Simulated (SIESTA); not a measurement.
The system is Pb.

```xyz
2
Lattice="3.0386 -1.7503 0.0000 3.0386 1.7503 0.0000 -2.1155 0.0000 6.0952" Properties=species:S:1:pos:R:3 pbc="T T T"
Pb    3.9848    0.0000    4.4269
Pb   -0.0230    0.0000    1.6683
```

This isn't the form of Pb at room conditions, which is fcc.

Base run:

| Property | Result |
| --- | --- |
| Program | SIESTA 5.4.2 |
| Functional | PBE |
| Potentials or basis | PseudoDojo 0.4 standard (PBE files) |
| Basis | DZP (energy shift 0.003 Ry; two zetas on semicore shells) |
| Grid cutoff | 500 Ry |
| Energy shift | 0.003 Ry |
| k mesh | 9 × 9 × 5 |
| Occupations | fermi-dirac, width 0.05 eV |
| Spin | no spin polarisation |

Its results: band gap on the k mesh none (metal or under the smearing width); pressure 1.2 GPa; largest force 0.029 eV/Å.

Question: The run is repeated on the same cell with these changes: functional from PBE to LDA; potentials or basis from PseudoDojo 0.4 standard (PBE files) to PseudoDojo 0.4 standard (LDA files). What comes out?

Answer: Band gap on the k mesh none (metal or under the smearing width); pressure -2.8 GPa; largest force 0.096 eV/Å.

Caveats: the basis of atomic orbitals isn't converged, which shifts pressures, moduli and gaps; spin-orbit coupling is left out, which moves the levels of the heavy elements (some runs).
